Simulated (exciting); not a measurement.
# CdTe under changes of volume

One of the cells (32.922 Å³/atom); the others are scaled copies at fixed shape and fractional positions:

```xyz
2
Lattice="0.0000 3.2050 3.2050 3.2050 0.0000 3.2050 3.2050 3.2050 0.0000" Properties=species:S:1:pos:R:3 pbc="T T T"
Te    4.8075    4.8075    4.8075
Cd    0.0000    0.0000    0.0000
```

* Program: exciting (release sodium)
* Functional: PBE
* Potentials or basis: all-electron LAPW+lo, shipped species files, valence relativity iora*
* rgkmax: 8
* k mesh: 7 × 7 × 7
* Occupations: fermi-dirac, width 0.05 eV
* Spin: no spin polarisation

```tsv
volume (Å³/atom)	energy over the lowest point (meV/atom)	gap on the mesh (eV)
30.947	?	?
31.605	77.08	0.99
32.263	52.28	0.92
32.922	31.22	0.86
33.580	16.60	0.80
34.239	5.06	0.74
34.897	0.00	0.68
```

Problem. What does the run at 30.947 Å³/atom give?

Solution. Energy over the lowest point 104.79 meV/atom; gap on the mesh 1.05 eV.

Worked out: A Birch-Murnaghan fit of order 3 (a polynomial in V^(-2/3)) to the other rows has its minimum at 35.27 Å³/atom, just outside them, with B0 = V·E''(V) = 68 GPa (rough, since the energies scatter). It gives 106.24 meV/atom at 30.947 Å³/atom, against the run's 104.79. A straight line through the other rows of the gap, of slope -3.1 eV per unit of ln V (its deformation potential), extrapolates to 1.05 eV, against the run's 1.05.

Energies are extrapolated to zero smearing.

Caveats: rgkmax is low for these elements, so energy differences scatter by about 1 meV per atom; spin-orbit coupling is left out, which moves the levels of the heavy elements.
